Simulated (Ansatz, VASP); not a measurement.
One calculation of SrO, two programs

```
Sr O
1.0
     4.27547    0.00000    0.00000
    -2.13773    3.70266    0.00000
     0.00000    0.00000    5.15559
Sr O
2 2
Direct
  0.33333 0.66667 0.93813
  0.66667 0.33333 0.43813
  0.33333 0.66667 0.43687
  0.66667 0.33333 0.93687
```

Measurements of this composition are mostly on another form, of space group No. 225.

Alike in both runs: task single point; functional PBE; k mesh 9 × 9 × 6; occupations gaussian, width 0.05 eV; no spin polarisation.

|  | VASP | Ansatz |
| --- | --- | --- |
| version | VASP 6.6.1 | Ansatz 0.2.0 |
| potentials or method | VASP PAW PBE potentials, release 64 (Sr_sv, O) | scalar-relativistic, plane waves, PAW |
| plane-wave cutoff (eV) | 520 | 420 |
| valence electrons in the cell | 32 | 32 |

|  | VASP | Ansatz | Ansatz less VASP |
| --- | --- | --- | --- |
| gap on the k mesh at the Fermi level (eV) | 2.63 | 2.65 | +0.019 |
| pressure (GPa) | 1.4 | 0.9 | -0.46 |
| largest component of the traceless stress (GPa) | 0.21 | 0.20 | -0.011 |
| rms of the force components (eV/Å) | 0.008 | 0.008 | -0.0006 |

Atom by atom the forces differ by 0.001 eV/Å (rms over components). The functional is the same, so the differences come from potentials, cutoffs and numerics.

Caveats: an odd mesh through Γ misses points on the zone boundary, where band edges often lie. Expect the measured gap to be larger: semilocal functionals such as PBE lack the derivative discontinuity.
